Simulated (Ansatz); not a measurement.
MoS2:

```
Mo S
1.0
     1.58000    0.91221    6.15000
    -1.58000    0.91221    6.15000
     0.00000   -1.82443    6.15000
Mo S
1 2
Cartesian
  0.0000 0.0000 0.0000
  0.0000 0.0000 7.6936
  0.0000 0.0000 4.6125
```

Measurements of this composition are mostly on another form, of space group No. 194.

Below is the output of Ansatz 0.2.0 for this cell. Logs are shortened: lines on timing, memory, paths and dates and some standing lists are left out, and cuts for length are marked.

```text
Warning: RAYON_NUM_THREADS=2 ignored (pool sized by the plan → 2); use --threads N
basis.fft_grid_basis auto: the FFT boxes are laid along the combinations [[1, 0, -1], [0, 1, -1], [0, 0, 1]] of the cell's own vectors, 3.160, 3.160 and 6.415 Å long. The dense box has 24×24×48 points. Along the cell's own vectors, as sized, it would have 48×48×48, 4.00 times as many. Of the 6 symmetry operations that the crystal satisfies within crystal.symmetry.tolerance (time reversal apart; of a slab, those that keep its plane) the dense box along the cell's own vectors carries 6, and the one as laid loses 4 of those. basis.fft_grid_basis: typed keeps the cell's own vectors: state it where this run's energies or levels are differenced outside the engine with another run's, or held beside a run that keeps those vectors.
Mo: projections on atomic orbitals take those of the free atom [Ar 3d10] 4s2 4p6 4d5 5s1, of charge +0.00 (hamiltonian.pseudopotentials.projection_atoms); the dataset's partial waves leave at most 6.0e-6 of an orbital's norm unspanned inside its sphere
S: projections on atomic orbitals take those of the free atom [Ne] 3s2 3p4, of charge +0.00 (hamiltonian.pseudopotentials.projection_atoms); the dataset's partial waves leave at most 1.6e-7 of an orbital's norm unspanned inside its sphere
Engine: ansatz 0.2.0, aarch64-unknown-linux-gnu
Pseudopotentials: kind: paw
Pseudopotential: Mo, paw, valence charge 14, recommended cutoff 500 eV (meta_gga), Mo.paw.azcp
Pseudopotential: S, paw, valence charge 6, recommended cutoff 500 eV (meta_gga), S.paw.azcp
Functional definition: r2SCAN
  parameter k0 = 0.174
  parameter k1 = 0.065
  parameter a1 = 4.9479
  exchange = r2scan_x(k0 = k0, k1 = k1, a1 = a1)
  correlation = r2scan_c
Crystal: 3 atoms, lattice volume = 53.184 Å³
Basis set: ecut = 500 eV, 1349 PW (Γ), FFT grids on a1−a3, a2−a3, a3, exchange–correlation on 96×96×192 points (64 copies of the dense FFT grid, shifted against one another)
Bands: 17, of which v1, the nominal top of the filled ones, is band 13 counted from 1 (12 counted from 0)
Symmetry: 6 space group operations
Space group: R3m (ITA 160), of the structure as read, at distance tolerance 3.8e-5 Å
k-points: 116 of 1000 (time reversal used)
Non-local potential: Mo, projectors of the file, l = 0: 3, l = 1: 2, l = 2: 2, l = 3: 1
Non-local potential: S, projectors of the file, l = 0: 2, l = 1: 2, l = 2: 2
PAW form: soft (Blöchl's): semilocal exchange-correlation on the pseudo side does not see the compensation charge
PAW frozen core: Mo, regenerated for the run's functional (the file was generated under x = pbe(κ = 0.804, μ = 0.2195149727645171), c = pbe(β = 0.06672455060314922))
PAW frozen core: S, regenerated for the run's functional (the file was generated under x = pbe(κ = 0.804, μ = 0.2195149727645171), c = pbe(β = 0.06672455060314922))
PAW one-centre angular grid: Mo, 590 points (default); XC on 160 Gauss nodes
[... 122 lines left out ...]
  E_hubbard    = 6.129192  (on-site DFT+U / exact-exchange correction)
  E_vhub       = -0.582482  (the Hubbard potential's part of the band-sum identity)
  E_paw        = -4435.828939  (= ΣΔE_a)
  E_vpaw       = -154.134655  (= ΣTr[D̂ρ^β])
  E_aug_tail   = 0.000010  (compensation charges beyond the density's cutoff)
  E_vtau       = 25.776397  (kinetic-family band-sum trace: ∫τ·v_τ [+ j·A + Jᵃ·Aᵃ] dr)
  E_ewald      = -1493.291185
  E_core_change = -0.440737  (= ΣΔE_core)
  E_smearing   = -0.000000  (= −TS)
  E_closure    = -0.000000  (closes the sum)
  Σ components = -6775.984523   (vs F -6775.984523, Δ=0.00e0)
--- Forces (eV/Å), atoms counted from 1 ---
  atom   1  Mo    -0.00000000    -0.00000000    -0.00105572
  atom   2  S     -0.00000000     0.00000000    -0.00119880
  atom   3  S      0.00000000    -0.00000000     0.00225259
  max |Σ_I F_I| component: 1.94e-6 eV/Å
--- Stress (GPa, compression-positive) ---
        0.009115       0.000000       0.000000
        0.000000       0.009115       0.000000
        0.000000       0.000000      -0.005001
  P = ⅓ Tr σ = 0.0044 GPa (0.044 kbar)
--- Band table (eV; the first three rows and the last of 116) ---
  k-point 0: bands = ["-53.7613", "-27.0938", "-26.9811", "-26.9811", "-5.7704", "-4.1738", "2.6642", "6.1708", "6.1708", "7.5468", "7.5468", "8.1449", "8.3547", "12.0927", "12.0927", "12.2552", "12.2552"]
  k-point 1: bands = ["-53.7571", "-27.0860", "-27.0194", "-26.9897", "-5.6176", "-4.1164", "2.8501", "5.8587", "6.3315", "6.9304", "7.3094", "8.2787", "8.4743", "11.7979", "12.0342", "12.0858", "12.3546"]
  k-point 2: bands = ["-53.7462", "-27.1185", "-27.0657", "-27.0122", "-5.1943", "-3.9605", "3.2896", "5.2118", "6.0198", "6.7657", "6.7958", "8.0938", "8.2946", "11.1515", "11.7279", "12.3117", "12.8873"]
  k-point 115: bands = ["-53.7617", "-27.0938", "-26.9811", "-26.9811", "-5.6371", "-4.4031", "3.2733", "6.1636", "6.1636", "6.4990", "7.5626", "7.5626", "9.2833", "12.1379", "12.1379", "12.1885", "12.1885"]
Occupation matrices written to <dir>
--- Relaxed structure (6 steps of the walk, 6 accepted, 1 SCFs on fresh bases) ---
  F+E_penalty+E_count = -6775.98452313 eV   max|allowed force component| = 2.253e-3 eV/Å   (the final SCF, on the basis selected at the relaxed cell)
  cell:  # Å, volume = 57.1634 Å³
    - [1.5956333084719927, 0.9212393201742375, 6.4812876931194126]
    - [-1.5956333084719927, 0.9212393201742375, 6.4812876931194126]
    - [3.532580764177962e-33, -1.842478640348475, 6.4812876931194126]
  atoms:
    - { symbol: Mo, position: [0.00010597563328903904, 0.00010597563328903904, 0.000105975633289039] }
    - { symbol: S, position: [0.41315148780467686, 0.41315148780467686, 0.41315148780467686] }
    - { symbol: S, position: [0.2537425365620341, 0.2537425365620341, 0.2537425365620341] }
```

**Question.** What input gives this log?

**Answer.** Relaxation of cell and atoms with r2SCAN+U, no spin polarisation. The files as run (others can give the same):

input.yaml
```yaml
crystal:
  lattice:
    - [1.58, 0.9122134253, 6.15]
    - [-1.58, 0.9122134253, 6.15]
    - [0.0, -1.8244268506, 6.15]
  atoms:
    - { symbol: Mo, position: [0.0, 0.0, 0.0] }
    - { symbol: S, position: [0.417, 0.417, 0.417] }
    - { symbol: S, position: [0.25, 0.25, 0.25] }
hamiltonian:
  xc: r2scan
  pseudopotentials: { kind: paw }
  hubbard: { sites: [{ species: Mo, l: d, u_eff: 5.0 }] }
kpoints:
  mp_grid: { grid: [10, 10, 10] }
scf:
  occupations: { method: fermi_dirac, width: 0.05 }
output:
  forces: true
  stress: true
  eigenvalues: true
relax:
  f_tol: 0.01
  max_steps: 40
  cell: { stress_tol: 0.05 }
```

Potentials or basis: Ansatz PAW.
Run with:
```bash
$ ansatz run input.yaml --threads 2 --pin off --max-ram 5632MiB --backend cpu --events-out ev --progress --plain --runs-dir out
```

Caveat: the plane-wave basis is chosen anew once the cell has moved, so the energies of steps on either side of that aren't comparable; the PAW data sets come from PBE, with cores solved anew for the run's functional, which leaves a small shift of forces and pressure.
